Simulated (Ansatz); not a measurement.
CsI:
```
CELL_PARAMETERS angstrom
      4.40138     0.00000     0.00000
      0.00000     4.40138     0.00000
      0.00000     0.00000     4.40138
ATOMIC_POSITIONS crystal
  Cs 0.00000 0.00000 0.00000
  I  0.50000 0.50000 0.50000
```

Relaxed with LDA. Special points in fractions of this cell's reciprocal vectors: Γ (0.000, 0.000, 0.000); X (0.000, 0.500, 0.000); M (0.500, 0.500, 0.000); R (0.500, 0.500, 0.500).

**Question.** List the band energies nearest the valence-band maximum at these points for DFT-LDA in the program Ansatz with PAW potentials.

**Answer.** In eV from the valence-band maximum; about four levels below and three above (degenerate sets whole), none deeper than 8.9 eV; points with the same levels are listed once.

| k | below | above |
|---|---|---|
| Γ | -6.90 -6.90 -6.90 -0.06 -0.06 -0.06 | 3.80 3.80 3.94 |
| X | -6.79 -6.79 -1.90 -0.31 -0.31 | 4.94 6.50 6.76 |
| M | -6.73 -0.93 -0.93 0.00 | 3.99 4.80 6.02 6.02 |
| R | -7.25 -7.25 -7.25 -1.64 -1.64 -1.64 | 7.38 7.38 7.38 |

Space group Pm-3m (CsCl type). The cell was relaxed with LDA under the symmetry of its start. Scalar-relativistic: spin–orbit coupling is off unless named, which matters more the heavier the elements.

Potentials: the later of the program's two PAW sets.
